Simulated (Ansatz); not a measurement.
## A computed series for SrF2: thickness series

Consider SrF2 in the fluorite structure (space group Fm-3m, No. 225; a = 5.7906 Å). Axes: x, y, z lie along the cube axes.

Free-standing slabs (3 atom(s) a layer) normal to [111] with 15 Å of vacuum; in-plane cell held at bulk.

The values are results of r2SCAN, PAW, 500 eV (Ansatz, a first-principles code; no spin-orbit coupling), not measurements.

| change | band gap | smallest direct gap | change of the spacing d23 from its bulk value of 0.836 Å |
|---|---|---|---|
| base | 7.60 eV | 7.70 eV | – |
| 1 layer | 6.86 eV | 6.89 eV | – |
| 2 layers | ? | 7.25 eV | +2.2 % |
| 3 layers | ? | 7.29 eV | ? |
| 4 layers | 7.25 eV | 7.32 eV | +1.0 % |
| 5 layers | ? | 7.34 eV | +1.0 % |
| 6 layers | 7.27 eV | 7.34 eV | +1.0 % |

**Question.** What belongs in the blanks?

**Answer.** 
- 2 layers, band gap: 7.17 eV
- 3 layers, band gap: 7.22 eV
- 3 layers, change of the spacing d23 from its bulk value of 0.836 Å: +0.9 %
- 5 layers, band gap: 7.26 eV

Stability against distortions was not tested.
